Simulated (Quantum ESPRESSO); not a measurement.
# TePb (Fm-3m) in Quantum ESPRESSO: reference runs

Aim: a first look at TePb with PBE, on the cell as given and on a disturbed one.

Program: Quantum ESPRESSO 7.5. These are calculated values, not measurements. Logs are shortened: lines on timing, memory, paths and dates and some standing lists are left out, and cuts for length are marked.

## (1) The crystal as given

It takes space group Fm-3m (No. 225, cubic). The conventional cell has a = 6.462 Å, b = 6.462 Å, c = 6.462 Å, α = 90.00°, β = 90.00°, γ = 90.00°. Around Pb (site symmetry m-3m) lie 6 Te at 3.23 Å. Te (site symmetry m-3m) has 6 Pb at 3.23 Å as nearest neighbours.

## (2) Single point, PBE

pw.in reads:

```
&CONTROL
  calculation = 'scf'
  prefix = 'pwscf'
  outdir = './tmp'
  pseudo_dir = './pseudo'
  tprnfor = .true.
  tstress = .true.
  disk_io = 'low'
/
&SYSTEM
  ibrav = 0
  nat = 2
  ntyp = 2
  ecutwfc = 55
  ecutrho = 440
  nbnd = 16
  occupations = 'smearing'
  smearing = 'fd'
  degauss = 0.00367493
/
&ELECTRONS
  conv_thr = 4d-10
  electron_maxstep = 120
  mixing_beta = 0.5
/
ATOMIC_SPECIES
Pb   207.2000 Pb.pbe-dn-kjpaw_psl.0.2.2.UPF
Te   127.6000 Te_pbe_v1.uspp.F.UPF
CELL_PARAMETERS angstrom
   0.0000000000    3.2310000000    3.2310000000
   3.2310000000    0.0000000000    3.2310000000
   3.2310000000    3.2310000000    0.0000000000
ATOMIC_POSITIONS crystal
Pb     0.0000000000    0.0000000000    0.0000000000
Te     0.5000000000    0.5000000000    0.5000000000
K_POINTS automatic
7 7 7 0 0 0
```

pp_density.in reads:

```
&INPUTPP
  prefix = 'pwscf'
  outdir = './tmp'
  filplot = 'density.dat'
  plot_num = 0
/
&PLOT
  nfile = 1
  filepp(1) = 'density.dat'
  iflag = 3
  output_format = 6
  fileout = 'density.cube'
/
```

pp_potential.in reads:

```
&INPUTPP
  prefix = 'pwscf'
  outdir = './tmp'
  filplot = 'potential.dat'
  plot_num = 11
/
&PLOT
  nfile = 1
  filepp(1) = 'potential.dat'
  iflag = 3
  output_format = 6
  fileout = 'potential.cube'
/
```

Potentials or basis: SSSP 1.3 efficiency PBE.

Started as:

```console
> OMP_NUM_THREADS=1 pw.x -in pw.in > pw.out
> OMP_NUM_THREADS=1 pp.x -in pp_density.in > pp_density.out
> OMP_NUM_THREADS=1 pp.x -in pp_potential.in > pp_potential.out
```

pw.out:

```text
This program is part of the open-source Quantum ESPRESSO suite
     for quantum simulation of materials; please cite
         "P. Giannozzi et al., J. Phys.:Condens. Matter 21 395502 (2009);
         "P. Giannozzi et al., J. Phys.:Condens. Matter 29 465901 (2017);
         "P. Giannozzi et al., J. Chem. Phys. 152 154105 (2020);
     in publications or presentations arising from this work. More details at

     file Pb.pbe-dn-kjpaw_psl.0.2.2.UPF: wavefunction(s)  6S renormalized
     Message from routine setup:
     using ibrav=0 with symmetry is DISCOURAGED, use correct ibrav instead

     Subspace diagonalization in iterative solution of the eigenvalue problem:
     a serial algorithm will be used

     G-vector sticks info
     --------------------
     sticks:   dense  smooth     PW     G-vecs:    dense   smooth      PW
     Sum        2245    1135    337                70913    25101    4015

     Using Slab Decomposition

     bravais-lattice index     =            0
     lattice parameter (alat)  =       8.6348  a.u.
     unit-cell volume          =     455.2369 (a.u.)^3
     number of atoms/cell      =            2
     number of atomic types    =            2
     number of electrons       =        20.00
     number of Kohn-Sham states=           16
     kinetic-energy cutoff     =      55.0000  Ry
     charge density cutoff     =     440.0000  Ry
     scf convergence threshold =      4.0E-10
     mixing beta               =       0.5000
     number of iterations used =            8  plain     mixing
     Exchange-correlation= SLA  PW   PBE  PBE
                           (   1   4   3   4   0   0   0)

     celldm(1)=   8.634771  celldm(2)=   0.000000  celldm(3)=   0.000000
     celldm(4)=   0.000000  celldm(5)=   0.000000  celldm(6)=   0.000000

     crystal axes: (cart. coord. in units of alat)
               a(1) = (   0.000000   0.707107   0.707107 )
               a(2) = (   0.707107   0.000000   0.707107 )
               a(3) = (   0.707107   0.707107   0.000000 )

     reciprocal axes: (cart. coord. in units 2 pi/alat)
               b(1) = ( -0.707107  0.707107  0.707107 )
               b(2) = (  0.707107 -0.707107  0.707107 )
               b(3) = (  0.707107  0.707107 -0.707107 )

     PseudoPot. # 1 for Pb read from file:
     Pb.pbe-dn-kjpaw_psl.0.2.2.UPF
     Pseudo is Projector augmented-wave + core cor, Zval = 14.0
     Generated using "atomic" code by A. Dal Corso  v.5.0.99 svn rev. 10869
     Shape of augmentation charge: PSQ
     Using radial grid of 1281 points,  6 beta functions with:
                l(1) =   0
                l(2) =   0
                l(3) =   1
                l(4) =   1
                l(5) =   2
                l(6) =   2
     Q(r) pseudized with 0 coefficients

     PseudoPot. # 2 for Te read from file:
     Te_pbe_v1.uspp.F.UPF
     Pseudo is Ultrasoft + core correction, Zval =  6.0
     Generated by new atomic code, or converted to UPF format
     Using radial grid of  891 points,  5 beta functions with:
                l(1) =   0
                l(2) =   0
                l(3) =   1
                l(4) =   1
                l(5) =   2
     Q(r) pseudized with  6 coefficients,  rinner =    1.800   1.800   1.800
                                                       1.800   1.800

     atomic species   valence    mass     pseudopotential
     Pb               14.00   207.20000     Pb( 1.00)
     Te                6.00   127.60000     Te( 1.00)

     48 Sym. Ops., with inversion, found

   Cartesian axes

     site n.     atom                  positions (alat units)
         1        Pb     tau(   1) = (   0.0000000   0.0000000   0.0000000  )
         2        Te     tau(   2) = (   0.7071068   0.7071068   0.7071068  )

     number of k points=    20  Fermi-Dirac smearing, width (Ry)=  0.0037
                       cart. coord. in units 2pi/alat
        k(    1) = (   0.0000000   0.0000000   0.0000000), wk =   0.0058309
        k(    2) = (   0.1010153   0.1010153  -0.1010153), wk =   0.0466472
        k(    3) = (   0.2020305   0.2020305  -0.2020305), wk =   0.0466472
        k(    4) = (   0.3030458   0.3030458  -0.3030458), wk =   0.0466472
        k(    5) = (   0.2020305   0.0000000   0.0000000), wk =   0.0349854
        k(    6) = (   0.3030458   0.1010153  -0.1010153), wk =   0.1399417
        k(    7) = (   0.4040610   0.2020305  -0.2020305), wk =   0.1399417
        k(    8) = (  -0.2020305  -0.4040610   0.4040610), wk =   0.1399417
        k(    9) = (  -0.1010153  -0.3030458   0.3030458), wk =   0.1399417
        k(   10) = (  -0.0000000  -0.2020305   0.2020305), wk =   0.0699708
        k(   11) = (   0.4040610   0.0000000   0.0000000), wk =   0.0349854
        k(   12) = (   0.5050763   0.1010153  -0.1010153), wk =   0.1399417
        k(   13) = (  -0.1010153  -0.5050763   0.5050763), wk =   0.1399417
        k(   14) = (   0.0000000  -0.4040610   0.4040610), wk =   0.0699708
        k(   15) = (   0.6060915   0.0000000   0.0000000), wk =   0.0349854
        k(   16) = (   0.0000000  -0.6060915   0.6060915), wk =   0.0699708
        k(   17) = (   0.4040610   0.2020305   0.0000000), wk =   0.1399417
        k(   18) = (  -0.2020305  -0.4040610   0.6060915), wk =   0.2798834
        k(   19) = (  -0.1010153  -0.5050763   0.7071068), wk =   0.1399417
        k(   20) = (   0.0000000  -0.4040610   0.6060915), wk =   0.1399417

     Dense  grid:    70913 G-vectors     FFT dimensions: (  60,  60,  60)

     Smooth grid:    25101 G-vectors     FFT dimensions: (  45,  45,  45)

     Initial potential from superposition of free atoms

     starting charge      19.9974, renormalised to      20.0000
     Starting wfcs are   13 randomized atomic wfcs +    3 random wfcs
     Checking if some PAW data can be deallocated...

     Self-consistent Calculation

     iteration #  1     ecut=    55.00 Ry     beta= 0.50
     Davidson diagonalization with overlap
     ethr =  1.00E-02,  avg # of iterations =  5.5

     Threshold (ethr) on eigenvalues was too large:
     Diagonalizing with lowered threshold

     Davidson diagonalization with overlap
     ethr =  1.83E-04,  avg # of iterations =  5.5

     total energy              =    -897.10203891 Ry
     estimated scf accuracy    <       0.03646161 Ry

     iteration #  2     ecut=    55.00 Ry     beta= 0.50
     Davidson diagonalization with overlap
     ethr =  1.82E-04,  avg # of iterations =  2.0

     total energy              =    -897.11176322 Ry
     estimated scf accuracy    <       0.00223149 Ry

     iteration #  3     ecut=    55.00 Ry     beta= 0.50
     Davidson diagonalization with overlap
     c_bands:  1 eigenvalues not converged
     c_bands:  1 eigenvalues not converged
     ethr =  1.12E-05,  avg # of iterations =  8.9

     total energy              =    -897.11349993 Ry
     estimated scf accuracy    <       0.00065015 Ry

     iteration #  4     ecut=    55.00 Ry     beta= 0.50
     Davidson diagonalization with overlap
     ethr =  3.25E-06,  avg # of iterations =  4.5

     total energy              =    -897.11364483 Ry
     estimated scf accuracy    <       0.00012470 Ry

     iteration #  5     ecut=    55.00 Ry     beta= 0.50
     Davidson diagonalization with overlap
     ethr =  6.23E-07,  avg # of iterations =  4.0

     total energy              =    -897.11367236 Ry
     estimated scf accuracy    <       0.00000084 Ry

     iteration #  6     ecut=    55.00 Ry     beta= 0.50
     Davidson diagonalization with overlap
     ethr =  4.21E-09,  avg # of iterations =  8.2

     total energy              =    -897.11367843 Ry
     estimated scf accuracy    <       0.00000011 Ry

     iteration #  7     ecut=    55.00 Ry     beta= 0.50
     Davidson diagonalization with overlap
     ethr =  5.29E-10,  avg # of iterations =  4.5

     total energy              =    -897.11367850 Ry
     estimated scf accuracy    <       0.00000005 Ry

     iteration #  8     ecut=    55.00 Ry     beta= 0.50
     Davidson diagonalization with overlap
     ethr =  2.41E-10,  avg # of iterations =  4.2

     total energy              =    -897.11367853 Ry
     estimated scf accuracy    <       0.00000002 Ry

     iteration #  9     ecut=    55.00 Ry     beta= 0.50
     Davidson diagonalization with overlap
     ethr =  9.58E-11,  avg # of iterations =  2.1

     total energy              =    -897.11367854 Ry
     estimated scf accuracy    <          9.7E-10 Ry

     iteration # 10     ecut=    55.00 Ry     beta= 0.50
     Davidson diagonalization with overlap
     ethr =  4.84E-12,  avg # of iterations =  6.0

     End of self-consistent calculation

          k = 0.0000 0.0000 0.0000 (  3119 PWs)   bands (ev):

    -9.2710  -9.2710  -9.2618  -9.2618  -9.2618  -4.5651   1.8526   6.1239
     6.1239   6.1239  11.6235  11.6235  11.6235  13.2153  13.2153  13.2153

          k = 0.1010 0.1010-0.1010 (  3131 PWs)   bands (ev):

    -9.2731  -9.2731  -9.2613  -9.2589  -9.2589  -4.3908   1.3002   6.1726
     6.1726   6.4202  10.6356  10.8283  10.8283  13.1393  13.6166  13.6166

          k = 0.2020 0.2020-0.2020 (  3137 PWs)   bands (ev):

    -9.2790  -9.2790  -9.2601  -9.2513  -9.2513  -3.8983   0.1352   6.3268
     6.3268   6.9206   9.2979   9.6220   9.6220  13.7343  14.6925  14.6925

          k = 0.3030 0.3030-0.3030 (  3142 PWs)   bands (ev):

    -9.2839  -9.2839  -9.2594  -9.2449  -9.2449  -3.2719  -0.9300   6.5288
     6.5288   7.3572   8.3574   8.8106   8.8106  15.2586  16.2687  16.2687

          k = 0.2020 0.0000 0.0000 (  3135 PWs)   bands (ev):

    -9.2786  -9.2689  -9.2637  -9.2572  -9.2572  -4.3331   1.2417   5.7903
     5.7903   7.0544   9.4343  11.6611  11.6611  12.2804  14.3010  14.3010

          k = 0.3030 0.1010-0.1010 (  3127 PWs)   bands (ev):

    -9.2870  -9.2708  -9.2633  -9.2522  -9.2501  -3.9484   0.4665   5.6281
     5.7085   6.7780   9.2355  10.9696  11.1038  12.3691  15.1444  15.3910

          k = 0.4041 0.2020-0.2020 (  3125 PWs)   bands (ev):

    -9.2924  -9.2768  -9.2597  -9.2483  -9.2437  -3.3505  -0.5538   5.6523
     5.7682   6.2356   9.5694  10.0867  10.2262  13.3713  16.5181  16.8540

          k =-0.2020-0.4041 0.4041 (  3146 PWs)   bands (ev):

    -9.2908  -9.2813  -9.2571  -9.2467  -9.2439  -3.0563  -0.9927   5.1655
     6.1898   6.6433   9.0607   9.2593  10.6400  14.9765  15.7384  16.1587

          k =-0.1010-0.3030 0.3030 (  3123 PWs)   bands (ev):

    -9.2833  -9.2814  -9.2582  -9.2500  -9.2478  -3.5546  -0.2923   5.0374
     6.6377   7.2406   8.6737   8.9429  11.2952  13.9084  14.6037  16.9214

          k =-0.0000-0.2020 0.2020 (  3134 PWs)   bands (ev):

    -9.2779  -9.2753  -9.2607  -9.2566  -9.2527  -4.1096   0.6724   5.4223
     6.5844   7.0784   9.3202   9.5751  11.5613  13.3042  13.7154  15.1324

          k = 0.4041 0.0000 0.0000 (  3118 PWs)   bands (ev):

    -9.3025  -9.2679  -9.2641  -9.2462  -9.2462  -3.6971   0.4407   5.1550
     5.1550   5.3927  10.7395  11.2855  12.1786  12.1786  16.2245  16.3531

          k = 0.5051 0.1010-0.1010 (  3136 PWs)   bands (ev):

    -9.3123  -9.2668  -9.2658  -9.2427  -9.2408  -3.2366  -0.0794   4.2855
     5.0568   5.1710  11.1843  11.7952  11.8796  12.2513  17.2824  17.6693

          k =-0.1010-0.5051 0.5051 (  3140 PWs)   bands (ev):

    -9.3093  -9.2719  -9.2601  -9.2451  -9.2406  -2.8639  -0.6648   3.7780
     5.3628   5.6172  10.6202  10.7566  12.6949  13.0103  16.1429  16.6187

          k = 0.0000-0.4041 0.4041 (  3124 PWs)   bands (ev):

    -9.2964  -9.2781  -9.2519  -9.2517  -9.2454  -3.0583  -0.6727   4.0247
     6.0129   6.3823   9.6267   9.6512  12.4502  14.9545  15.0339  15.2318

          k = 0.6061 0.0000 0.0000 (  3146 PWs)   bands (ev):

    -9.3279  -9.2712  -9.2603  -9.2372  -9.2372  -3.0071   0.1477   3.2993
     4.7241   4.7241  10.7697  12.8638  12.8638  13.5765  17.3530  17.6605

          k = 0.0000-0.6061 0.6061 (  3144 PWs)   bands (ev):

    -9.3263  -9.2684  -9.2631  -9.2383  -9.2370  -2.8382  -0.1330   3.0856
     4.8306   4.9248  11.0964  12.2459  12.4681  13.8868  17.5080  17.7729

          k = 0.4041 0.2020 0.0000 (  3129 PWs)   bands (ev):

    -9.2965  -9.2719  -9.2625  -9.2466  -9.2465  -3.5078  -0.0781   4.7465
     5.5610   6.3544   9.8111  10.3983  11.7241  12.9191  15.9201  16.4550

          k =-0.2020-0.4041 0.6061 (  3147 PWs)   bands (ev):

    -9.3016  -9.2756  -9.2571  -9.2491  -9.2414  -2.9969  -0.6877   4.4085
     4.7605   6.9074   8.9884  11.2491  11.9323  13.6517  15.3637  17.0250

          k =-0.1010-0.5051 0.7071 (  3137 PWs)   bands (ev):

    -9.3183  -9.2669  -9.2649  -9.2432  -9.2372  -2.8945  -0.3048   3.5393
     4.2994   5.9106  10.6063  11.5545  13.1100  13.2938  16.1847  17.7977

          k = 0.0000-0.4041 0.6061 (  3140 PWs)   bands (ev):

    -9.3123  -9.2719  -9.2572  -9.2502  -9.2373  -2.7638  -0.5906   3.5591
     4.1872   6.7779   9.3916  12.1516  12.9685  13.6469  14.8670  18.0148

     the Fermi energy is     7.8637 ev

!    total energy              =    -897.11367854 Ry
     estimated scf accuracy    <          2.7E-10 Ry
     smearing contrib. (-TS)   =      -0.00000020 Ry
     internal energy E=F+TS    =    -897.11367834 Ry

     The total energy is F=E-TS. E is the sum of the following terms:
     one-electron contribution =     -43.09680370 Ry
     hartree contribution      =      35.31935800 Ry
     xc contribution           =     -58.79838050 Ry
     ewald contribution        =    -102.09821009 Ry
     one-center paw contrib.   =    -728.43964204 Ry

     convergence has been achieved in  10 iterations

     Forces acting on atoms (cartesian axes, Ry/au):

     atom    1 type  1   force =     0.00000000    0.00000000    0.00000000
     atom    2 type  2   force =    -0.00000000   -0.00000000   -0.00000000

     Total force =     0.000000     Total SCF correction =     0.000000

     Computing stress (Cartesian axis) and pressure

          total   stress  (Ry/bohr**3)                   (kbar)     P=       19.88
   0.00013516  -0.00000000  -0.00000000           19.88       -0.00       -0.00
  -0.00000000   0.00013516  -0.00000000           -0.00       19.88       -0.00
  -0.00000000  -0.00000000   0.00013516           -0.00       -0.00       19.88

=------------------------------------------------------------------------------=
   JOB DONE.
=------------------------------------------------------------------------------=
```

Wall time 52 s (1 thread of Intel Xeon Platinum 8488C (Sapphire Rapids), shared host); peak memory 0.31 GiB.

Results:

```yaml
Free_energy: -12205.8534 eV
Pressure: 2.0 GPa
```

Caveat: this odd mesh misses L, where the gap lies, so gap, dielectric constants and Born charges aren't listed.

## (3) Single point, PBE (atoms moved at random, drawn with an rms of 0.05 Å)

Edit pw.in of step 2 so:

```diff
@@ -7,3 +7,3 @@
   tstress = .true.
-  disk_io = 'low'
+  disk_io = 'nowf'
 /
@@ -33,4 +33,4 @@
 ATOMIC_POSITIONS crystal
-Pb     0.0000000000    0.0000000000    0.0000000000
-Te     0.5000000000    0.5000000000    0.5000000000
+Pb    -0.0079100000    0.0079720000   -0.0046860000
+Te     0.5063260000    0.5081060000    0.4904920000
 K_POINTS automatic
```

Potentials or basis: SSSP 1.3 efficiency PBE.

Started as:

```console
> OMP_NUM_THREADS=1 pw.x -in pw.in > pw.out
```

Run time: 3.7 min. Hardware: 1 thread of Intel Xeon Platinum 8488C (Sapphire Rapids), shared host; peak memory 0.43 GiB.

Results (log left out):

| Quantity | Value |
| --- | --- |
| Free energy | -12205.8524 eV |
| Pressure | 2.0 GPa |
| Largest force | 0.036 eV/Å |
| Band gap on the k mesh | 1.00 eV, direct |

Forces on the atoms (eV/Å):
```
Pb  -0.009  0.019  0.029
Te   0.009 -0.019 -0.029
```

Levels at points of the mesh, in eV from the valence-band top:
| k point | band 6 | band 7 | band 8 | band 9 | band 10 | band 11 | band 12 | band 13 | band 14 | band 15 |
| --- | --- | --- | --- | --- | --- | --- | --- | --- | --- | --- |
| (0.00, 0.00, 0.00) | -11.93 | -5.50 | -1.24 | -1.23 | -1.23 | 4.24 | 4.25 | 4.27 | 5.86 | 5.87 |

Caveat: spin-orbit coupling is left out, which as a rule narrows the gap of such compounds by several tenths of an eV; an odd mesh through Γ misses points on the zone boundary, where band edges often lie.
